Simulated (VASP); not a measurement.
# A VASP 6.6.1 single-point calculation on InSb

INCAR

```
ISMEAR = -1
ENCUT = 520
NELM = 57
NELMDL = -8
LCHARG = .FALSE.
LWAVE = .FALSE.
GGA = PE
NSW = 0
PREC = Accurate
ISIF = 2
LREAL = .FALSE.
EDIFF = 1E-7
IBRION = -1
NBANDS = 49
LASPH = .TRUE.
SIGMA = 0.02
```

KPOINTS

```
KPOINTS created by Atomic Simulation Environment
0
Monkhorst-Pack
6 6 6
0 0 0
```

POSCAR

```
In Sb
 1.0000000000000000
     0.0000000000000000    3.4106935381999999    3.1350086261999999
     3.4106935381999999    0.0000000000000000    3.1350086261999999
     3.4106935381999999    3.4106935381999999    0.0000000000000000
 In  Sb
   1   1
Cartesian
  0.0000000000000000  0.0000000000000000  0.0000000000000000
  1.7053467690999999  1.7053467690999999  1.5675043130999995
```

The recommended PBE PAW datasets give the neutral cell 18 valence electrons.

Command

```
mpirun -np 1 vasp_std
```

OSZICAR

```
N       E                     dE             d eps       ncg     rms          rms(c)
DAV:   1     0.166854927525E+03    0.16685E+03   -0.54641E+03  6983   0.361E+02
DAV:   2     0.189722195723E+02   -0.14788E+03   -0.12476E+03  6422   0.158E+02
DAV:   3    -0.601700348164E+01   -0.24989E+02   -0.24383E+02  7241   0.451E+01
DAV:   4    -0.700678119195E+01   -0.98978E+00   -0.98821E+00  7508   0.894E+00
DAV:   5    -0.702559204694E+01   -0.18811E-01   -0.18807E-01  8828   0.131E+00
DAV:   6    -0.702609738283E+01   -0.50534E-03   -0.50531E-03  7979   0.179E-01
DAV:   7    -0.702612522369E+01   -0.27841E-04   -0.27841E-04  9732   0.379E-02
DAV:   8    -0.702612535132E+01   -0.12762E-06   -0.12820E-06  8107   0.260E-03    0.371E+00
DAV:   9    -0.693624721394E+01    0.89878E-01   -0.56881E-02  9050   0.181E+00    0.214E+00
DAV:  10    -0.692549830773E+01    0.10749E-01   -0.27150E-02  9324   0.697E-01    0.562E-01
DAV:  11    -0.692668965007E+01   -0.11913E-02   -0.44619E-03  7884   0.299E-01    0.184E-01
DAV:  12    -0.692713629474E+01   -0.44664E-03   -0.38901E-04  7387   0.533E-02    0.914E-02
DAV:  13    -0.692737715437E+01   -0.24086E-03   -0.10644E-04  7212   0.443E-02    0.232E-02
DAV:  14    -0.692741195636E+01   -0.34802E-04   -0.20929E-05  7372   0.162E-02    0.109E-02
DAV:  15    -0.692741552654E+01   -0.35702E-05   -0.25184E-06  7564   0.512E-03    0.818E-03
DAV:  16    -0.692741620323E+01   -0.67668E-06   -0.66400E-07  7316   0.206E-03    0.223E-03
DAV:  17    -0.692741607852E+01    0.12471E-06   -0.37682E-08  8700   0.709E-04    0.106E-03
DAV:  18    -0.692741610727E+01   -0.28749E-07   -0.30210E-09  5212   0.138E-04
   1 F= -.69274161E+01 E0= -.69274159E+01  d E =-.505986E-06
```

From OUTCAR

```
k-points           NKPTS =     63   k-points in BZ     NKDIM =     63   number of bands    NBANDS=     49

   NELECT =      18.0000    total number of electrons

   dimension x,y,z NGX =    36 NGY =   36 NGZ =   36
   dimension x,y,z NGXF=    72 NGYF=   72 NGZF=   72

  energy-cutoff  :      520.00
  volume of cell :       72.94
      direct lattice vectors                 reciprocal lattice vectors
     0.000000000  3.410693538  3.135008626    -0.146597750  0.146597750  0.159489194
     3.410693538  0.000000000  3.135008626     0.146597750 -0.146597750  0.159489194
     3.410693538  3.410693538  0.000000000     0.146597750  0.146597750 -0.159489194

 k-points in reciprocal lattice and weights: KPOINTS created by Atomic Simulation Env
   0.08333333  0.08333333  0.08333333       0.009
   0.25000000  0.08333333  0.08333333       0.019
   0.41666667  0.08333333  0.08333333       0.019
  -0.41666667  0.08333333  0.08333333       0.019
  -0.25000000  0.08333333  0.08333333       0.019
  -0.08333333  0.08333333  0.08333333       0.019
   0.25000000  0.25000000  0.08333333       0.009
   0.41666667  0.25000000  0.08333333       0.019
   ...

 E-fermi :   4.6030

 k-point     1 :       0.0833    0.0833    0.0833
  band No.  band energies     occupation
      1     -10.0871      2.00000
      2     -10.0849      2.00000
      3     -10.0691      2.00000
      4     -10.0237      2.00000
      5     -10.0068      2.00000
      6      -5.8321      2.00000
      7       2.9820      2.00000
      8       4.1742      2.00000
      9       4.4099      1.99987
     10       4.9339      0.00000
     11       7.3072      0.00000
     12       7.5707      0.00000
     13       7.6256      0.00000
     14      10.4223      0.00000
     15      11.6236      0.00000
     16      12.1686      0.00000
     17      13.2411      0.00000
     18      13.3105      0.00000
     19      14.2868      0.00000
     20      16.5210      0.00000
     21      20.4375      0.00000
     22      21.5360      0.00000
     23      22.1139      0.00000
     24      22.1404      0.00000
     25      22.8009      0.00000
     26      23.4513      0.00000
     27      23.9836      0.00000
     28      24.2620      0.00000
     29      24.7914      0.00000
     30      25.4733      0.00000
     31      25.5130      0.00000
     32      28.9390      0.00000
     33      29.1253      0.00000
     34      29.7936      0.00000
     35      30.1054      0.00000
     36      30.5106      0.00000
     37      30.5177      0.00000
     38      31.0822      0.00000
     39      31.1654      0.00000
     40      31.5786      0.00000
     41      32.0151      0.00000
     42      32.2908      0.00000
     43      32.3297      0.00000
     44      32.7428      0.00000
     45      33.2366      0.00000
     46      33.6180      0.00000
     47      34.3016      0.00000
     48      34.7157      0.00000
     49      34.8380      0.00000

 ...

  Total       -0.3101759     -0.3101759      0.5495522      0.0000000     -0.0000000      0.0000000
  in kB       -6.8134093     -6.8134093     12.0716160      0.0000000     -0.0000000      0.0000000
  external PRESSURE =      -0.5184009 kB  Pullay stress =       0.0000000 kB

 POSITION                                       TOTAL-FORCE (eV/Angst)
 -----------------------------------------------------------------------------------
      0.00000      0.00000      0.00000        -0.000000     -0.000000      0.000000
      1.70535      1.70535      1.56750         0.000000      0.000000     -0.000000
 -----------------------------------------------------------------------------------
    total drift:                                0.000000      0.000000     -0.000001

  FREE ENERGIE OF THE ION-ELECTRON SYSTEM (eV)
  ---------------------------------------------------
  free  energy   TOTEN  =        -6.9274161073 eV

  energy  without entropy=       -6.9274156013  energy(sigma->0) =       -6.92741585
```

It converged. Results: gap between bands v and c on the k mesh 0.39 eV; least direct gap on the k mesh 0.52 eV; pressure -0.1 GPa. Band v is the last that the valence electrons fill when counted band by band, and c is the next.

The shifted mesh misses Γ, so a band edge there is missed.

For comparison, a separate PBE run of the intended cell, on usual settings and not on those above, gives a gap of 0.35 eV on its mesh and a pressure of 0.0 GPa.

The run above took about 4.4 min on one core of a shared host (Intel Xeon Platinum 8488C) and held 0.29 GiB at most.
